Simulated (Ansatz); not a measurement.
**SrCl₂ (fluorite structure): what the numbers say**

**The experiment.** The Crystallography Open Database holds a cell as deposited of cubic SrCl2 (space group Fm-3m), temperature not stated (1963): a = 6.977 Å, 28.30 Å³/atom.

Level of theory: DFT, PBE, scalar-relativistic, no spin polarisation; plane waves to 420 eV with PAW datasets (Ansatz 0.2.0), 8×8×8 k-mesh, Gaussian smearing of 0.05 eV. The datasets are Ansatz's generated set soft_2.

The start was a prototype's sites filled with these elements; the Crystallography Open Database holds the compound in this structure.

The relaxed structure (symmetry read at 0.01 Å). It takes space group Fm-3m (No. 225, cubic). Conventional cell: a = 7.041 Å, b = 7.041 Å, c = 7.041 Å, α = 90.00°, β = 90.00°, γ = 90.00°. Sr (site symmetry m-3m) has 8 Cl at 3.05 Å as nearest neighbours. Cl (site symmetry -43m) is surrounded by 4 Sr at 3.05 Å. (Neighbours are counted to 15 % beyond the shortest distance.)

Question: Should it be a metal or an insulator?

Answer: Formal charges Sr²⁺, Cl⁻ balance and leave closed shells on every ion, so a band insulator is expected, and the gap is 5.24 eV.

Question: What fixes the bond lengths?

Answer: Shannon's ionic radii give a check on the bond lengths: Sr²⁺ with 8 neighbours 1.26 Å + Cl⁻ 1.81 Å (six-fold value) = 3.07 Å against a computed mean of 3.05 Å. Sums and bonds agree within 3 %, so ion sizes set the bond lengths.

Question: How ionic is it?

Answer: Bader charges against formal ones: Sr +1.63 (+2), Cl −0.81 (−1). The cations give up 81 % of the formal charge; Bader charges stay under formal ones because the anions' density reaches into the cations' basins, though a share this high marks a strongly ionic bond.

Question: How stiff is it, in energy terms?

Answer: B0·V0 = 33.6 GPa × 29.09 Å³ = 6.11 eV/atom sets the scale: near the minimum ΔE ≈ ½ B0 V0 x², with x = V/V0 − 1, and a pressure of 0.3 GPa squeezes the volume by about 1 %. At the ends of the curve: x = −5.5 % predicts 9.2 meV/atom and the run gives 10.2; x = +10.0 % predicts 30.5 meV/atom and the run gives 25.6. The lopsidedness is anharmonic: atoms resist being pushed together more than being pulled apart.

Question: Which Debye temperature follows from the elastic moduli?

Answer: K = 34 GPa and G = 13.2 GPa (Hill). With a density of 3.016 g/cm³ (mean mass 52.8 u, 29.09 Å³/atom), K = 33.6 and G = 13.21 GPa from the unrounded constants, v_l = √((K + 4G/3)/ρ) = 4120 m/s and v_t = √(G/ρ) = 2090 m/s. The mean [(1/v_l³ + 2/v_t³)/3]^(−1/3) is 2350 m/s, and θ_D = (ħ/k_B)(6π²/V)^(1/3) v_m ≈ 230 K, with V the volume an atom.

All results together:

| Quantity | Value |
| --- | --- |
| Volume | 29.09 Å³/atom |
| Band gap | 5.24 eV |
| Smallest direct gap | 5.52 eV |
| Bader charges | Sr 1.63; Cl -0.81 e |
| Formation energy from the elements (0 K, uncorrected) | -2.54 eV/atom |
| Bulk modulus (Birch–Murnaghan) | 34 GPa |
| Pressure derivative B0′ | 4.5 |
| Shear modulus (Hill) | 13.2 GPa |
| Young's modulus | 35 GPa |
| Poisson's ratio | 0.33 |
| Elastically stable | yes |

**Against experiment.** PBE gives 7.041 Å and 29.09 Å³/atom, +2.8 % in volume (+0.9 % in length) from the database's cell. PBE usually overestimates volumes by a few per cent. The static lattice also lacks zero-point motion and thermal expansion, roughly 1.3 to 3.2 % in volume at 300 K (room temperature assumed) by Grüneisen's rule, γ·3k_BT/(B0·V0) with γ of 1 to 2.5, so its own overestimate is larger than the figure.

Semilocal functionals underestimate band gaps, commonly by a third or more.
